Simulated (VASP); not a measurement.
Input of a VASP 6.6.1 run:

The input INCAR:

```
SYSTEM = H6C5O7
PREC     = Accurate       ! precision mode
ENCUT    = 520            ! plane-wave cutoff, eV
EDIFF    = 1E-6           ! SCF threshold, eV
ISMEAR   = -1             ! smearing method
SIGMA    = 0.05           ! smearing width, eV
LREAL    = Auto         
LASPH    = .TRUE.         ! aspherical terms in the spheres
NELM     = 100            ! most SCF steps
ALGO     = Normal         ! electronic algorithm
ISIF     = 2              ! what is computed and relaxed
LWAVE    = .FALSE.        ! write WAVECAR
LCHARG   = .FALSE.        ! write CHGCAR
GGA      = PE             ! functional
NBANDS   = 92             ! bands
```

The input KPOINTS:

```
Automatic mesh
0
G
  1 1 1
  0 0 0
```

Contents of POSCAR:

```
H6C5O7
1.0
    7.2955760000      0.0000000000      0.0000000000
    0.0000000000      7.2955760000      0.0000000000
    0.0000000000      0.0000000000      7.2955760000
C O H
10 14 12
Direct
    0.1177562950      0.1299143481      0.9963161236
   -0.0230002401      0.2303861957      1.0930185636
    0.2009711091      0.6261465853      0.7812954042
    0.1033777182      0.7261661040      0.6224868331
    0.5992124542      0.8043367652      0.5080476168
    0.4593331630      0.9501785740      0.9568264384
    0.3521860371      0.4475040764      0.1633181534
    0.2696839838      0.1512423419      0.4333448106
    0.8287625268      0.7585830098      0.0268244755
    0.7496049661      0.3804360341      0.4475177834
   -0.2123615736      0.2119777794      1.0382045229
    0.0025220764      0.5988560739      0.5301706130
    0.4528497818      0.8066532375      0.4561257398
    0.7546217050      0.8490213795      0.5355437323
    0.4892965271      1.0185350684      0.8157683506
    0.4288489353      0.8409617006      1.0656046897
    0.4382107732      0.3454970519      0.0780747127
    0.2587321412      0.5354751976      0.2629812917
    0.1032269419      0.1458692227      0.4522740905
    0.4219543460      0.1619611666      0.4097003444
    0.7516610066      0.7218072980     -0.1021989216
    0.8626323679      0.8166730084      0.1693217917
    0.7374469130      0.3278973449      0.6016248751
    0.7519488523      0.4575649681      0.3149717034
   -0.2619258575      0.3307620947      1.0337086475
   -0.0217803228      0.1919108238      1.2346386358
   -0.0107599455      0.3823961261      1.0675921956
    0.2200511653      0.1951593678      0.9072347406
    0.2239028145      0.0529773112      1.0698127194
    0.0836397291      0.0125555542      0.9240257383
   -0.0148720266      0.6343844544      0.3982961729
    0.0189018660      0.8263638128      0.6755052651
    0.1974347193      0.7908628462      0.5228922295
    0.3367520262      0.6950787710      0.8142742944
    0.1237325195      0.6660474786      0.9163909745
    0.2438601147      0.4774400267      0.7724407230
```

Potentials or basis: VASP PAW PBE potentials, release 64 (C, O, H).

The run is started by

```console
$ cat potpaw_PBE.64/C/POTCAR potpaw_PBE.64/O/POTCAR potpaw_PBE.64/H/POTCAR > POTCAR
$ mpirun -np 1 vasp_gam > vasp.out
```

**Question.** Estimate the pressure.

**Answer.** 9.2 GPa.

**Question.** Predict the largest force.

**Answer.** 8.916 eV/Å.

Stress tensor (GPa, compression positive):
```
 8.79  1.49  2.43
 1.49  7.17  0.79
 2.43  0.79 11.72
```

Caveat: the standard files for N, O and F lose accuracy on very short bonds.
